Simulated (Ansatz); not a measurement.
Crystal: N.

```
N
1.0
     4.16723    0.00000    0.00000
    -2.08362    3.60893    0.00000
     0.00000    0.00000    7.00600
N
4
Cartesian
  2.0836 1.2030 4.7015
  2.0836 1.2030 5.8075
  0.0000 2.4060 1.1985
  0.0000 2.4060 2.3045
```

Below is the output of Ansatz 0.2.0 for this cell. Logs are shortened: lines on timing, memory, paths and dates and some standing lists are left out, and cuts for length are marked.

```text
Warning: RAYON_NUM_THREADS=2 ignored (pool sized by the plan → 2); use --threads N
N: projections on atomic orbitals take those of the free atom 1s2 2s2 2p3, of charge +0.00 (hamiltonian.pseudopotentials.projection_atoms)
LAPW: plane waves up to 15.820 Å⁻¹, error target 1.0e-3 eV per atom; small_component_spin mean_spin; N in spheres of 0.553 Å, 7 of its electrons in bands, Dirac shells [] (how accurate: hamiltonian.pseudopotentials.lapw.basis_error, Limitations)
Engine: ansatz 0.2.0, aarch64-unknown-linux-gnu
Pseudopotentials: kind: all_electron
Pseudopotential: N, LAPW, valence charge 7, lapw/all_electron/scalar/gaussian/N, Koelling and Harmon's equation, gaussian nucleus
Functional definition: PBE
  parameter kappa = 0.804
  parameter beta = 0.06672455060314922
  exchange = pbe_x(kappa = kappa, mu = beta*pi^2/3)
  correlation = pbe_c(beta = beta)
Crystal: 4 atoms, lattice volume = 105.365 Å³
Basis set: ecut = 953.4855487720405 eV, 7079 PW (Γ), exchange–correlation at level 2
Bands: 18, of which v1, the nominal top of the filled ones, is band 14 counted from 1 (13 counted from 0)
Symmetry: 24 space group operations
Space group: P63/mmc (ITA 194), of the structure as read, at distance tolerance 4.7e-5 Å
k-points: 24 of 196
Non-local potential: N, projectors of the file, none
Initial density: superposition of atomic densities (chi_scale 0.1, normalization cell)
Initial wavefunctions: plane waves of lowest kinetic energy (no species holds an atomic orbital)
Functional: x = pbe(κ = 0.804, μ = 0.2195149727645171), c = pbe(β = 0.06672455060314922)
iter 1 solved again at ethr=1.37e-2 eV; its pass at ethr=1.00e-1 eV (dr2=3.82e0 eV) is discarded
SCF iter   1: F=—  HF=-5962.402618 eV  |F-HF|=—  |Δ(HF+E_count)|=         —  Δρ=8.14e-2  dr2=3.92e0  ethr=1.37e-2  ⟨swp⟩=2.0  Hψ=2843  notcnv=0
preconditioner: auto → Resta (q_TF=auto, 2.188 Å⁻¹)  ε∞=2.4  [insulator: Δε(μ)=7.889 eV  Ē_g=13.486 eV  σ=0.050 eV  W_gap=1.00  n_scr=22 (ndim 8)  ℏωp=16.2 eV  f_vac=0.363  D(μ)=0.00/eV (n_scr^D=0)  ε∞_Penn≈2.4]
SCF iter   2: F=—  HF=-5960.878289 eV  |F-HF|=—  |Δ(HF+E_count)|=    1.52e0  Δρ=3.49e-2  dr2=6.08e-1  ethr=1.37e-2  ⟨swp⟩=3.0  Hψ=1291  notcnv=0
iter 3 solved again at ethr=5.75e-5 eV; its pass at ethr=2.17e-3 eV (dr2=1.61e-2 eV) is discarded
SCF iter   3: F=—  HF=-5960.626236 eV  |F-HF|=—  |Δ(HF+E_count)|=   2.52e-1  Δρ=5.41e-3  dr2=1.54e-2  ethr=5.75e-5  ⟨swp⟩=3.0  Hψ=2258  notcnv=0
SCF iter   4: F=—  HF=-5960.622876 eV  |F-HF|=—  |Δ(HF+E_count)|=         —  Δρ=5.33e-4  dr2=6.40e-4  ethr=5.49e-5  ⟨swp⟩=2.0  Hψ=1043  notcnv=0
the basis was enlarged: its passes take 151.0 KiB over the memory plan, 2 of 2 planned eigensolver slots
SCF iter   5: F=—  HF=-5960.622969 eV  |F-HF|=—  |Δ(HF+E_count)|=   9.34e-5  Δρ=3.22e-4  dr2=7.06e-5  ethr=2.29e-6  ⟨swp⟩=3.0  Hψ=1201  notcnv=0
SCF iter   6: F=—  HF=-5960.622949 eV  |F-HF|=—  |Δ(HF+E_count)|=   2.07e-5  Δρ=2.53e-5  dr2=4.84e-7  ethr=2.52e-7  ⟨swp⟩=3.0  Hψ=1203  notcnv=0
SCF iter   7: F=-5960.622949 eV  HF=-5960.622949 eV  |F-HF|=3.54e-8  |Δ(HF+E_count)|=   3.23e-7  Δρ=3.79e-6  dr2=2.02e-8  ethr=1.73e-9  ⟨swp⟩=3.0  Hψ=1137  notcnv=0
SCF 1 converged in 7 iterations: F = -5960.622949 eV  dr2 = 2.02e-8
SCF converged after 7 iterations
Free energy (F): -5960.622949 eV
Harris-Foulkes:  -5960.622949 eV  (|F-HF|=3.54e-8)
Internal energy: -5960.622949 eV  (E = F + TS)
E sigma→0 (E₀):  -5960.622949 eV
Fermi energy:    -2.384708 eV
--- Per-component energies (eV) ---
  E_band       = -3259.588984
  E_kinetic    = 5946.380779
  E_xc         = -739.216410
  E_electrostatic = -11167.787318  (all electrons and nuclei)
  E_smearing   = -0.000000  (= −TS)
  E_closure    = 0.000000  (closes the sum)
  E_atoms      = -5926.970060  (free atoms, spherical and without spin; not in F)
  Σ components = -5960.622949   (vs F -5960.622949, Δ=0.00e0)
  Basis errors (estimates in eV, not in F): energy 6.0e-4 per atom: plane waves 5.7e-4 (3.8e-4 summed), levels above the bands 5.2e-58, relativity 6.4e-8, radial functions 2.9e-5, core shells 0.0e0; eigenvalues (radial functions only) 1.3e-6; not estimated: angular momenta, meshes, grids; target (lapw.basis_error) 1.0e-3; muffin-tin radii N 0.553 Å
--- Forces (eV/Å), atoms counted from 1 ---
  atom   1  N     -0.00000000    -0.00000000     0.59737812
  atom   2  N      0.00000000    -0.00000000    -0.59737812
  atom   3  N     -0.00000000     0.00000000     0.59737812
  atom   4  N      0.00000000     0.00000000    -0.59737812
  max |Σ_I F_I| component: 5.78e-19 eV/Å
--- Stress (GPa, compression-positive) ---
        0.240623      -0.000000       0.000000
        0.000000       0.240623       0.000000
        0.000000       0.000000      -1.647192
  P = ⅓ Tr σ = -0.3886 GPa (-3.886 kbar)
--- Band table (eV; the first three rows and the last of 24) ---
  k-point 0: bands = ["-379.6190", "-379.6190", "-379.5860", "-379.5860", "-24.2817", "-24.2560", "-10.0964", "-9.3684", "-7.6062", "-7.6062", "-7.5077", "-7.5077", "-7.0103", "-5.9236", "1.8734", "1.8734", "2.3441", "2.3441"]
  k-point 1: bands = ["-379.6190", "-379.6190", "-379.5860", "-379.5860", "-24.2780", "-24.2598", "-10.0129", "-9.5089", "-7.5920", "-7.5920", "-7.5223", "-7.5223", "-6.8188", "-6.0612", "1.9379", "1.9379", "2.2702", "2.2702"]
  k-point 2: bands = ["-379.6190", "-379.6190", "-379.5860", "-379.5860", "-24.2689", "-24.2689", "-9.7868", "-9.7868", "-7.5574", "-7.5574", "-7.5574", "-7.5574", "-6.4156", "-6.4156", "2.0993", "2.0993", "2.0993", "2.0993"]
  k-point 23: bands = ["-379.6190", "-379.6190", "-379.5860", "-379.5860", "-24.2535", "-24.2535", "-9.6914", "-9.6914", "-7.7661", "-7.7661", "-7.6960", "-7.6960", "-6.3396", "-6.3396", "1.6757", "1.6757", "1.8526", "1.8526"]
--- Löwdin populations: 4 sites ---
  site symbol       q [e]
     0      N      6.9031
     1      N      6.9031
     2      N      6.9031
     3      N      6.9031
  spilling = 0.013845 (of n_electrons = 28.000000)
```

Problem. What input gives this log?

Solution. Single point with PBE, no spin polarisation. The files as run (others can give the same):

input.yaml
```yaml
crystal:
  lattice:
    - [4.1672328106, 0.0, 0.0]
    - [-2.0836164053, 3.6089294775, 0.0]
    - [0.0, 0.0, 7.00600351]
  atoms:
    - { symbol: "N", position: [0.6666666667, 0.3333333333, 0.67106996] }
    - { symbol: "N", position: [0.6666666667, 0.3333333333, 0.82893004] }
    - { symbol: "N", position: [0.3333333333, 0.6666666667, 0.17106996] }
    - { symbol: "N", position: [0.3333333333, 0.6666666667, 0.32893004] }
kpoints:
  mp_grid: { grid: [7, 7, 4] }
scf:
  occupations: { method: fermi_dirac, width: 0.05 }
hamiltonian:
  xc: pbe
  pseudopotentials: { kind: all_electron, lapw: { basis_error: 0.001 } }
output:
  forces: true
  stress: true
  eigenvalues: true
  populations: true
```

Potentials or basis: all-electron LAPW, scalar-relativistic.
Launch:
```sh
$ ansatz run input.yaml --threads 2 --pin off --max-ram 6144MiB --backend cpu --events-out ev --progress --plain --runs-dir out
```

Caveat: an odd mesh through Γ misses points on the zone boundary, where band edges often lie.
